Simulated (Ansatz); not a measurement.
Crystal: Al.

```
Al
1.0
     2.81246    0.00000    0.00000
    -1.40623    2.43566    0.00000
     0.00000    0.00000    4.86685
Al
2
Direct
  0.33333 0.66667 0.25000
  0.66667 0.33333 0.75000
```

This isn't the form of Al at room conditions, which is fcc.

A run of Ansatz 0.2.0 on this cell left the log below. Logs are shortened: lines on timing, memory, paths and dates and some standing lists are left out, and cuts for length are marked.

```text
Warning: RAYON_NUM_THREADS=2 ignored (pool sized by the plan → 2); use --threads N
zone centre: on kpoints.mp_grid the ground state, and the responses unless they are solved on pairs of k-points, stand on 63 of the mesh's 320 k-points, reduced under 4 symmetry operations, with k and −k counted as one. Each operation leaves every solved displacement unchanged or reverses it
Engine: ansatz 0.2.0, x86_64-unknown-linux-gnu
Pseudopotentials: kind: paw
Pseudopotential: Al, paw, valence charge 3, recommended cutoff 420 eV (normal), Al.paw.azcp
Functional definition: PBE
  parameter kappa = 0.804
  parameter beta = 0.06672455060314922
  exchange = pbe_x(kappa = kappa, mu = beta*pi^2/3)
  correlation = pbe_c(beta = beta)
Crystal: 2 atoms, lattice volume = 33.339 Å³
Basis set: ecut = 420 eV, 665 PW (Γ), exchange–correlation on 40×40×72 points (8 copies of the dense FFT grid, shifted against one another)
Bands: 7, of which v1, the nominal top of the filled ones, is band 3 counted from 1 (2 counted from 0)
Symmetry: 24 space group operations
k-points: 63 of 320 (irreducible under 4 space group operations, time reversal used)
Non-local potential: Al, projectors of the file, l = 0: 2, l = 1: 2, l = 2: 1
PAW form: soft (Blöchl's): semilocal exchange-correlation on the pseudo side does not see the compensation charge
PAW one-centre angular grid: Al, 110 points (default); XC on 64 Gauss nodes
Initial density: superposition of atomic densities (neutral atoms: chi_scale 0, normalization atom), corrected by the library's trained network
Initial wavefunctions: pseudopotential atomic-orbital guess
Functional: x = pbe(κ = 0.804, μ = 0.2195149727645171), c = pbe(β = 0.06672455060314922)
SCF iter   1: F=—  HF=-1074.907125 eV  |F-HF|=—  |Δ(HF+E_count)|=         —  Δρ=1.51e-3  dr2=8.04e-4  ethr=1.77e-3  ⟨swp⟩=5.4  Hψ=3722  notcnv=0
preconditioner: auto → none  [metal: Δε(μ)=0.034 eV  Ē_g=8.958 eV  σ=0.050 eV  W_gap=0.17  n_scr=2 (ndim 8)  ℏωp=15.8 eV  f_vac=0.000  D(μ)=1.28/eV (n_scr^D=10)  sad-step TF]
SCF iter   2: F=—  HF=-1074.907113 eV  |F-HF|=—  |Δ(HF+E_count)|=   1.17e-5  Δρ=9.21e-4  dr2=3.03e-4  ethr=1.34e-5  ⟨swp⟩=1.2  Hψ=966  notcnv=0
SCF iter   3: F=—  HF=-1074.907067 eV  |F-HF|=—  |Δ(HF+E_count)|=   4.57e-5  Δρ=4.12e-5  dr2=6.32e-7  ethr=5.06e-6  ⟨swp⟩=1.1  Hψ=441  notcnv=0
SCF iter   4: F=—  HF=-1074.907068 eV  |F-HF|=—  |Δ(HF+E_count)|=   6.22e-7  Δρ=8.48e-6  dr2=9.45e-9  ethr=1.05e-8  ⟨swp⟩=2.1  Hψ=617  notcnv=0
SCF iter   5: F=—  HF=-1074.907068 eV  |F-HF|=—  |Δ(HF+E_count)|=   3.04e-8  Δρ=1.15e-6  dr2=3.76e-10  ethr=1.57e-10  ⟨swp⟩=2.2  Hψ=637  notcnv=0
SCF iter   6: F=—  HF=-1074.907068 eV  |F-HF|=—  |Δ(HF+E_count)|=  2.10e-10  Δρ=3.15e-7  dr2=3.89e-11  ethr=6.27e-12  ⟨swp⟩=1.0  Hψ=437  notcnv=0
SCF iter   7: F=-1074.907068 eV  HF=-1074.907068 eV  |F-HF|=0.00e0  |Δ(HF+E_count)|=  1.07e-11  Δρ=2.12e-8  dr2=1.34e-13  ethr=1.00e-12  ⟨swp⟩=4.8  Hψ=1442  notcnv=0
SCF 1 converged in 7 iterations: F = -1074.907068 eV  dr2 = 1.34e-13
  greatest PAW one-centre occupation: 0.448 electrons in one spin orbital (limit 2), on the Al atom at site 1 (counted from 0), in its partial waves of l = 0
DFPT response loops at Γ: preconditioner auto → Kerker (q_TF=auto, 2.050 Å⁻¹) (partly filled bands, converged f_vac=0.000); β = 1.00, the filter's whole step (`scf.mixing.beta` (0.50) is not read by the response loops under this deck's `scf.mixing.preconditioner`; to damp them name `kerker` or `kerker_dos`, under which they read `scf.mixing.beta`, and type it under 1.00, their step now; both keys bind the ground state too); Broyden in place of MSR1
SCF converged after 7 iterations
Free energy (F): -1074.907068 eV
Harris-Foulkes:  -1074.907068 eV  (|F-HF|=0.00e0)
Internal energy: -1074.897361 eV  (E = F + TS)
E sigma→0 (E₀):  -1074.902214 eV
Entropy (-TS):   -0.009707 eV (-4.853 meV/atom)
Fermi energy:    7.839961 eV
--- Per-component energies (eV) ---
  E_band       = 20.710974
  E_kinetic    = 45.285480
  E_local      = 19.401781  (includes V_loc(G=0)·N_el)
  E_nonlocal   = 20.620968
  E_hartree    = 0.213700
  E_xc         = -79.332056
  E_vxc        = -57.738374  (∫ρ·V_xc dr)
  E_paw        = -934.632834  (= ΣΔE_a)
  E_vpaw       = -7.286274  (= ΣTr[D̂ρ^β])
  E_aug_tail   = -0.000004  (compensation charges beyond the density's cutoff)
  E_ewald      = -146.454395
  E_smearing   = -0.009707  (= −TS)
  E_closure    = 0.000000  (closes the sum)
  Σ components = -1074.907068   (vs F -1074.907068, Δ=0.00e0)
--- Band table (eV; the first three rows and the last of 63) ---
  k-point 0: bands = ["-3.2245", "2.7706", "3.0127", "18.9139", "19.2488", "19.2488", "19.4328"]
  k-point 1: bands = ["-2.9751", "0.7150", "5.5120", "15.6915", "19.4351", "19.4351", "19.6338"]
  k-point 2: bands = ["-2.2295", "-0.9953", "8.5487", "11.9713", "19.9603", "19.9603", "20.1537"]
  k-point 62: bands = ["2.3320", "3.5149", "8.1407", "8.2167", "9.4755", "9.6422", "13.2494"]
--- Phonons (Γ-DFPT): 2 representative perturbations + reference, on 63 of 320 k-points (Σ response iterations 5) ---
  k mesh reduced under 4 symmetry operations, with k and −k counted as one. Each operation leaves every solved displacement unchanged or reverses it
  ASR residual: 1.461e-5 → 0.000e0 eV/Å²; symmetrization residual: 9.185e-12 eV/Å²
  ASR residual per site (eV/Å²): 1.46e-5 1.46e-5
  Γ frequencies (cm⁻¹): 0.00 0.00 0.00 126.07 126.07 297.29
  non-analytic LO–TO correction: not included (Born effective charges unavailable; polar crystals: no LO–TO splitting at Γ)
```

**Question.** What input gives this log?

**Answer.** Phonons with PBE, no spin polarisation. The files as run (others can give the same):

input.yaml
```yaml
crystal:
  lattice:
    - [2.8124553515, 0.0, 0.0]
    - [-1.4062276757, 2.4356577814, 0.0]
    - [0.0, 0.0, 4.86685]
  atoms:
    - { symbol: Al, position: [0.3333333333, 0.6666666667, 0.25] }
    - { symbol: Al, position: [0.6666666667, 0.3333333333, 0.75] }
hamiltonian:
  xc: pbe
  pseudopotentials: { kind: paw }
kpoints:
  mp_grid: { grid: [8, 8, 5] }
scf:
  occupations: { method: fermi_dirac, width: 0.05 }
phonons:
  method: dfpt
```

Potentials or basis: Ansatz PAW.
Launch:
```sh
$ ansatz run input.yaml --threads 2 --pin off --max-ram 5632MiB --backend cpu --events-out ev --progress --plain --runs-dir out
```
